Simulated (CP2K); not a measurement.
Nb:

```
Nb
1.0
     2.70682    0.00000    0.00000
    -0.73600    3.27528    0.00000
    -0.82961   -1.97253    1.99622
Nb
1
Direct
  0.00000 0.00000 0.00000
```

This isn't the form of Nb at room conditions, which is bcc.

Base run:

```yaml
Program: CP2K 2026.2
Functional: HLE17
Potentials_or_basis: POTENTIAL_UZH Nb GTH-PBE-q13; TZVP-MOLOPT-PBE-GTH basis
Density_cutoff: 9184 eV
k_mesh: 12 × 11 × 13
Occupations: fermi-dirac, width 0.05 eV
Spin: no spin polarisation
```

Its results: band gap on the k mesh none (metal or under the smearing width); pressure -10.6 GPa.

Question: After a change of settings the same cell gave: band gap on the k mesh none (metal or under the smearing width); pressure 7.1 GPa. Which change was it?
A. functional from HLE17 to optB88-vdW
B. functional from HLE17 to LDA
C. functional from HLE17 to PBEsol
D. functional from HLE17 to HLE16

Answer: C.

Caveats: the potentials were made for another functional, which shifts forces and pressure; the basis of atomic orbitals isn't converged, which shifts pressures, moduli and gaps; the potentials were made for a functional far from this one (some runs).

Runs at the PBE level aren't shown here.
